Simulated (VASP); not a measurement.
VASP inputs for BN (strained zincblende)

INCAR

```
LREAL = .FALSE.
NELM = 120
EDIFF = 1E-7
ALGO = Normal
ENCUT = 520
ISIF = 2
LASPH = .TRUE.
IBRION = -1
LCHARG = .TRUE.
NBANDS = 11
LELF = .TRUE.
LWAVE = .FALSE.
PREC = Accurate
SIGMA = 0.01
METAGGA = R2SCAN
ISMEAR = 0
NSW = 0
```

KPOINTS

```
KPOINTS created by Atomic Simulation Environment
0
Gamma
12 12 12
0 0 0
```

KPOINTS_OPT

```
special points
6
Reciprocal
0.0000000000 0.0000000000 0.0000000000 1
-0.5000000000 -0.5000000000 0.0000000000 1
-0.3750000000 -0.3750000000 0.2500000000 1
-0.3750000000 0.0000000000 0.3750000000 1
0.0000000000 0.0000000000 0.5000000000 1
-0.5000000000 -0.2500000000 0.2500000000 1
```

POSCAR

```
B  N
 1.0000000000000000
     0.0000000000000000    1.8770184675999999    1.7733753882000001
     1.8770184675999999    0.0000000000000000    1.7733753882000001
     1.8770184675999999    1.8770184675999999    0.0000000000000000
 B   N
   1   1
Cartesian
  0.0000000000000000  0.0000000000000000  0.0000000000000000
  0.9385092338000000  0.9385092338000000  0.8866876941000000
```

VASP ran with the recommended PBE PAW datasets (8 valence electrons in the cell).

**Question.** What does this run give?

**Answer.** gap between bands v and c 3.98 eV; least direct gap 8.68 eV; pressure -20.4 GPa.

Band v is the last that the valence electrons fill when counted band by band, and c is the next. Levels in eV from the top of v:

```json
{"point": "Γ", "v−1": "-0.50", "v": "0.00", "c": "8.68", "c+1": "9.08"}
{"point": "X", "v−1": "-5.64", "v": "-5.64", "c": "3.98", "c+1": "8.25"}
{"point": "K", "v−1": "-7.75", "v": "-4.07", "c": "7.38", "c+1": "13.21"}
{"point": "L", "v−1": "-2.65", "v": "-1.83", "c": "9.20", "c+1": "10.50"}
{"point": "W", "v−1": "-6.94", "v": "-6.58", "c": "9.38", "c+1": "12.78"}
```
